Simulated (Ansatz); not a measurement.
## Strain response of NbP

The calculation used Ansatz 0.2.0, DFT PBE, scalar-relativistic, plane waves, PAW. Settings: 420 eV cutoff, 10×10×4 k-mesh, Gaussian smearing of 0.10 eV, no spin polarisation.

Starting point, cell and atoms relaxed:

```
CELL_PARAMETERS angstrom
3.34705 0.00000 0.00000
0.00000 3.34705 0.00000
0.00000 0.00000 11.42796
ATOMIC_POSITIONS crystal
Nb 0.50000 0.50000 0.00003
Nb 0.00000 0.50000 0.75003
Nb 0.00000 0.00000 0.50003
Nb 0.50000 0.00000 0.25003
P 0.00000 0.00000 0.08259
P 0.50000 0.00000 0.83259
P 0.50000 0.50000 0.58259
P 0.00000 0.50000 0.33259
```

Deformation: uniaxial strain along a, with the lengths of b and c and the atoms relaxed and the angles held, all within the symmetry that the strain leaves. Energies are extrapolated to zero smearing. On this cell's mesh the reference holds a stress of up to 0.21 GPa.

```csv
strain (%),ΔE (meV/atom),a (Å),b (Å),c (Å)
-3.0,10.5,3.247,3.382,11.543
-2.0,4.4,3.280,3.370,11.509
-1.0,1.0,3.314,3.357,11.475
+0.0,0.0,3.347,3.347,11.428
+1.0,1.2,3.381,3.333,11.405
+2.0,4.6,3.414,3.322,11.370
+3.0,10.1,3.447,3.311,11.336
```

Problem. What stiffness (1/V) d²E/dε² at zero strain does a cubic fit over all points give?

Solution. A cubic fit gives (1/V) d²E/dε² = 230 GPa at zero strain (Young's modulus along this axis, angles held).

Problem. How does the free axis b answer a small strain?

Solution. Between the innermost points its strain is -0.36 times the applied one.